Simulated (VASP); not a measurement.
Input of a VASP 6.6.1 run:

File INCAR:

```
  PREC = Accurate
  ENCUT = 520
  EDIFF = 1E-6
  ISMEAR = 0
  SIGMA = 0.1083
  LREAL = F
  LASPH = T
  NELM = 60
  ALGO = Fast
  ISIF = 2
  LWAVE = F
  LCHARG = F
  GGA = PE
  NBANDS = 18
```

The input KPOINTS:

```
Automatic mesh
0
Gamma
  12 12 7
```

File POSCAR:

```
Ag
1.0
    1.5637180000      2.7084340000      0.0000000000
   -1.5637180000      2.7084340000      0.0000000000
    0.0000000000      0.0000000000      5.0473410000
Ag
2
Direct
    0.3333300000      0.3333400000      0.2500000000
    0.6666600000      0.6666700000      0.7500000000
```

Potentials or basis: VASP PAW PBE potentials, release 64 (Ag).

Command:

```sh
$ cat potpaw_PBE.64/Ag/POTCAR > POTCAR
$ mpirun -np 1 vasp_std > vasp.out
```

Q: Estimate the band gap on the k mesh.

A: None (metal or under the smearing width).

Q: Predict the pressure.

A: -9.6 GPa.

Stress tensor (GPa, compression positive):
```
-9.43  0.00  0.00
 0.00 -9.43  0.00
 0.00  0.00 -9.83
```
